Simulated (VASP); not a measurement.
Set up this calculation in VASP 6.6.1, as the native input.

* Task: relaxation of cell and atoms
* Functional: LDA
* Potentials or basis: VASP PAW LDA potentials, release 64 (O, Si)
* Cutoff: 600 eV
* k mesh: 7 × 7 × 10
* Occupations: fermi-dirac, width 0.05 eV
* Spin: no spin polarisation
* Target pressure: 40 GPa
* P gpa: 40
* Further INCAR settings: ALGO = Normal; EDIFF = 1e-07; IBRION = 2; EDIFFG = -0.005; NSW = 60; ISIF = 3
* Target pressure: 40 GPa

The structure of SiO2 lies in POSCAR:

```
SiO2
1.0
    4.1773000000      0.0000000000      0.0000000000
    0.0000000000      4.1773000000      0.0000000000
    0.0000000000      0.0000000000      2.6655000000
O Si
4 2
Direct
    0.3061000000      0.3061000000      0.0000000000
    0.6939000000      0.6939000000      0.0000000000
    0.1939000000      0.8061000000      0.5000000000
    0.8061000000      0.1939000000      0.5000000000
    0.0000000000      0.0000000000      0.0000000000
    0.5000000000      0.5000000000      0.5000000000
```

The cell comes from a database or a generator and needn't be the stable form of this composition.

One way to write it, as run:

INCAR

```
PREC     = Accurate       # precision mode
ENCUT    = 600            # plane-wave cutoff, eV
EDIFF    = 1E-7           # SCF threshold, eV
ISMEAR   = -1             # smearing method
SIGMA    = 0.05           # smearing width, eV
LREAL    = F              # projectors in reciprocal space
LASPH    = T              # aspherical terms in the spheres
NELM     = 80             # most SCF steps
ALGO     = Normal         # electronic algorithm
ISIF     = 3              # what is computed and relaxed
LWAVE    = F              # write WAVECAR
LCHARG   = F              # write CHGCAR
GGA      = CA             # functional
IBRION   = 2              # ionic algorithm
NSW      = 60             # ionic steps
EDIFFG   = -0.005         # ionic threshold
PSTRESS  = 400
```

KPOINTS

```
Automatic mesh
0
Gamma
  7 7 10
```

Potentials or basis: VASP PAW LDA potentials, release 64 (O, Si).

Command:

```bash
$ cat potpaw_LDA.64/O/POTCAR potpaw_LDA.64/Si/POTCAR > POTCAR
$ mpirun -np 1 vasp_std > vasp.out
```

It gave:

```json
{
 "Relaxed volume": "6.93 Å³/atom",
 "Relaxed cell": "a = 3.999 Å, b = 3.999 Å, c = 2.599 Å, α = 90.00°, β = 90.00°, γ = 90.00°",
 "Space group after relaxing (to 0.05 Å)": "P4_2/mnm (No. 136)",
 "Energy change on relaxing (the enthalpy is what falls)": "+83.0 meV/atom",
 "Ionic steps": "12",
 "Pressure after relaxing": "40.0 GPa",
 "Largest force after relaxing": "0.004 eV/Å",
 "Band gap on the k mesh": "6.57 eV, direct"
}
```

Caveat: the cell is relaxed towards a set pressure, so the enthalpy falls and the energy may rise; an odd mesh through Γ misses points on the zone boundary, where band edges often lie.

Wall time 3.1 min on 1 thread of Intel(R) Xeon(R) Platinum 8488C (Sapphire Rapids), on a shared host, peak memory 0.18 GiB.
